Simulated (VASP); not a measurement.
# KCl (Sylvite) (Fm-3m) in VASP: notebook, part 2 of 2

VASP 6.6.1. Earlier steps stand in the parts before.

## 4. Single point, PBE

This run uses another cell than the first one, of 32.44 Å³/atom, 1.064 times its volume.

INCAR reads:

```
PREC     = Accurate       # precision mode
ENCUT    = 520            # plane-wave cutoff, eV
EDIFF    = 1E-7           # SCF threshold, eV
ISMEAR   = 0              # smearing method
SIGMA    = 0.01           # smearing width, eV
LREAL    = False          # projectors in reciprocal space
LASPH    = True           # aspherical terms in the spheres
NELM     = 60             # most SCF steps
ALGO     = Normal         # electronic algorithm
ISIF     = 2              # what is computed and relaxed
LWAVE    = False          # write WAVECAR
LCHARG   = False          # write CHGCAR
GGA      = PE             # functional
NBANDS   = 15             # bands
```

KPOINTS reads:

```
regular mesh
0
Gamma
  6 6 6
```

POSCAR reads:

```
KCl
1.0
    0.0000000000      3.1891817223      3.1891817223
    3.1891817223      0.0000000000      3.1891817223
    3.1891817223      3.1891817223      0.0000000000
K Cl
1 1
Direct
    0.0000000000      0.0000000000      0.0000000000
    0.5000000000      0.5000000000      0.5000000000
```

On the command line:

```sh
$ cat potpaw_PBE.64/K_sv/POTCAR potpaw_PBE.64/Cl/POTCAR > POTCAR
$ mpirun -np 1 vasp_std > vasp.out
```

Wall time 21 s (1 thread of Intel Xeon 6975P-C, shared host); peak memory 0.21 GiB.

The run converged. Its results:

```yaml
Free_energy: -6.8109 eV
Pressure: 0.0 GPa
Band_gap_on_the_k_mesh: 5.05 eV, direct
```

Levels at points of the mesh, in eV from the valence-band top:
```csv
k point,band 5,band 6,band 7,band 8,band 9,band 10,band 11,band 12
"(0.00, 0.00, 0.00)",-10.76,0.00,0.00,0.00,5.05,8.35,8.35,8.35
"(0.50, 0.00, 0.00)",-10.54,-0.99,-0.29,-0.29,7.47,8.44,10.39,10.39
"(0.50, 0.50, 0.00)",-10.81,-0.63,-0.21,-0.21,6.56,8.16,9.83,10.16
```

## 5. Single point, PBE (volume changed by +3%)

INCAR reads:

```
PREC = Accurate
ENCUT = 520
EDIFF = 1E-6
ISMEAR = 0
SIGMA = 0.01
LREAL = F
LASPH = T
NELM = 100
ALGO = Normal
ISIF = 2
LWAVE = F
LCHARG = T
GGA = PE
LELF = T
LVHAR = T
NBANDS = 15
```

KPOINTS is that of step 4.

POSCAR reads:

```
KCl
1.0
    0.0000000000      3.2207598326      3.2207598326
    3.2207598326      0.0000000000      3.2207598326
    3.2207598326      3.2207598326      0.0000000000
K Cl
1 1
Direct
    0.0000000000      0.0000000000      0.0000000000
    0.5000000000      0.5000000000      0.5000000000
```

On the command line:

```sh
$ cat potpaw_PBE.64/K_sv/POTCAR potpaw_PBE.64/Cl/POTCAR > POTCAR
$ mpirun -np 1 vasp_std > vasp.out
```

Wall time 20 s (1 thread of Intel Xeon 6975P-C, shared host); peak memory 0.2 GiB.

Results (log left out):

```
Free energy            : -6.8091 eV
Pressure               : -0.4 GPa
Band gap on the k mesh : 4.95 eV, direct
```

Levels at points of the mesh, in eV from the valence-band top:
| k point | band 4 | band 5 | band 6 | band 7 | band 8 | band 9 | band 10 | band 11 | band 12 | band 13 |
| --- | --- | --- | --- | --- | --- | --- | --- | --- | --- | --- |
| (0.00, 0.00, 0.00) | -10.83 | -10.83 | 0.00 | 0.00 | 0.00 | 4.95 | 8.33 | 8.33 | 8.33 | 9.17 |
| (0.50, 0.00, 0.00) | -10.84 | -10.63 | -0.94 | -0.27 | -0.27 | 7.38 | 8.32 | 10.29 | 10.29 | 11.15 |
| (0.50, 0.50, 0.00) | -10.88 | -10.88 | -0.61 | -0.21 | -0.21 | 6.58 | 8.03 | 9.66 | 10.09 | 10.34 |

Caveat: the cell differs from its parent crystal (volume changed by +3%).

## 6. Single point, PBE (volume changed by +6%)

INCAR reads:

```
PREC = Accurate
ENCUT = 520
EDIFF = 1E-6
ISMEAR = 0
SIGMA = 0.01
LREAL = False
LASPH = True
NELM = 100
ALGO = Normal
ISIF = 2
LWAVE = False
LCHARG = False
GGA = PE
NBANDS = 15
```

KPOINTS reads:

```
Automatic mesh
0
Gamma
  6 6 6
```

POSCAR reads:

```
KCl
1.0
    0.0000000000      3.2517305771      3.2517305771
    3.2517305771      0.0000000000      3.2517305771
    3.2517305771      3.2517305771      0.0000000000
K Cl
1 1
Direct
    0.0000000000      0.0000000000      0.0000000000
    0.5000000000      0.5000000000      0.5000000000
```

Potentials or basis: VASP PAW PBE potentials, release 64 (K_sv, Cl).

On the command line:

```sh
$ cat potpaw_PBE.64/K_sv/POTCAR potpaw_PBE.64/Cl/POTCAR > POTCAR
$ mpirun -np 1 vasp_std > vasp.out
```

OUTCAR:

```text
PREC = Accurate
   ENCUT = 520
   EDIFF = 1E-6
   ISMEAR = 0
   LREAL = False
   LASPH = True
   NELM = 100
   ISIF = 2
   GGA = PE

 ion  position               nearest neighbor table
   1  0.000  0.000  0.000-
   2  0.500  0.500  0.500-

  LATTYP: Found a face centered cubic cell.
 ALAT       =     6.5034611542

  Lattice vectors:

 A1 = (   0.0000000000,   3.2517305771,   3.2517305771)
 A2 = (   3.2517305771,   0.0000000000,   3.2517305771)
 A3 = (   3.2517305771,   3.2517305771,   0.0000000000)

Analysis of symmetry for initial positions (statically):
=====================================================================
 Subroutine PRICEL returns:
 Original cell was already a primitive cell.

 Routine SETGRP: Setting up the symmetry group for a
 face centered cubic supercell.

 Subroutine GETGRP returns: Found 48 space group operations
 (whereof 48 operations were pure point group operations)
 out of a pool of 48 trial point group operations.

The static configuration has the point symmetry O_h .

[... 162 lines left out ...]
      2     -14.2215      2.00000
      3     -13.1144      2.00000
      4     -13.1144      2.00000
      5     -13.1144      2.00000
      6      -2.2050      2.00000
      7      -2.2050      2.00000
      8      -2.2050      2.00000
      9       2.6587      0.00000
     10       6.1011      0.00000
     11       6.1011      0.00000
     12       6.1011      0.00000
     13       6.9252      0.00000
     14       6.9252      0.00000
[... 257 lines left out ...]
      2     -14.2049      2.00000
      3     -13.1950      2.00000
      4     -13.1663      2.00000
      5     -13.0677      2.00000
      6      -2.7149      2.00000
      7      -2.5582      2.00000
      8      -2.5234      2.00000
      9       5.0043      0.00000
     10       6.3947      0.00000
     11       6.4099      0.00000
     12       7.5415      0.00000
     13       8.4065      0.00000
     14       9.1010      0.00000
     15       9.5356      0.00000

------------------------ aborting loop because EDIFF is reached ----------------------------------------

  FORCE on cell =-STRESS in cart. coord.  units (eV):
  Direction    XX          YY          ZZ          XY          YZ          ZX
  --------------------------------------------------------------------------------------
  -------------------------------------------------------------------------------------
  Total       -0.3434139     -0.3434139     -0.3434139      0.0000000     -0.0000000      0.0000000
  in kB       -8.0011934     -8.0011934     -8.0011934      0.0000000     -0.0000000      0.0000000
  external PRESSURE =      -8.0011934 kB  Pullay stress =       0.0000000 kB

 VOLUME and BASIS-vectors are now :
 -----------------------------------------------------------------------------
  energy-cutoff  :      520.00
  volume of cell :       68.77
      direct lattice vectors                 reciprocal lattice vectors
     0.000000000  3.251730577  3.251730577    -0.153764277  0.153764277  0.153764277
     3.251730577  0.000000000  3.251730577     0.153764277 -0.153764277  0.153764277
     3.251730577  3.251730577  0.000000000     0.153764277  0.153764277 -0.153764277

 POSITION                                       TOTAL-FORCE (eV/Angst)
 -----------------------------------------------------------------------------------
      0.00000      0.00000      0.00000        -0.000000     -0.000000     -0.000000
      3.25173      3.25173      3.25173         0.000000      0.000000      0.000000
 -----------------------------------------------------------------------------------
    total drift:                                0.000000      0.000000      0.000000

  FREE ENERGIE OF THE ION-ELECTRON SYSTEM (eV)
  ---------------------------------------------------
  free  energy   TOTEN  =        -6.8021343278 eV

  energy  without entropy=       -6.8021343278  energy(sigma->0) =       -6.80213433
```

stdout:

```text
POSCAR found type information on POSCAR K Cl
 POSCAR found :  2 types and       2 ions
 scaLAPACK will be used
 LDA part: xc-table for (Slater+PW92), standard interpolation
 POSCAR, INCAR and KPOINTS ok, starting setup
 FFT: planning ... GRIDC
 FFT: planning ... GRID_SOFT
 FFT: planning ... GRID
 WAVECAR not read
 entering main loop
```

It took 20 s on 1 thread of Intel Xeon 6975P-C, shared host; peak memory 0.2 GiB.

What came out:

```yaml
Free_energy: -6.8021 eV
Pressure: -0.8 GPa
Band_gap_on_the_k_mesh: 4.86 eV, direct
```

Caveat: the cell differs from its parent crystal (volume changed by +6%).

## 7. Overview

| cell | gap on the mesh (eV) | pressure (GPa) |
| --- | --- | --- |
| a = 4.418 Å, angles 60.0°, 2 atoms | 5.26 | 1.2 |
| a = 4.465 Å, angles 60.0°, 2 atoms | 5.15 | 0.6 |
| a = 4.510 Å, angles 60.0°, 2 atoms | 5.05 | 0.0 |
| a = 4.555 Å, angles 60.0°, 2 atoms | 4.95 | -0.4 |
| a = 4.599 Å, angles 60.0°, 2 atoms | 4.86 | -0.8 |

Alike in all rows: task single point; level PBE; potentials or basis VASP PAW PBE potentials, release 64 (K_sv, Cl); no spin polarisation; k mesh 6 × 6 × 6; cutoff (eV) 520; smearing gaussian 0.01 eV.

Absolute energies hang on the potentials; compare differences alone.

## 8. How close it comes

Step 4. Against the measured gap of KCl, 8.68 eV (a printed reference work, monograph), the calculated 5.05 eV is off by -3.63 eV. The value is that of PBE, without temperature or zero-point motion. Semilocal functionals fall short of measured gaps as a rule.
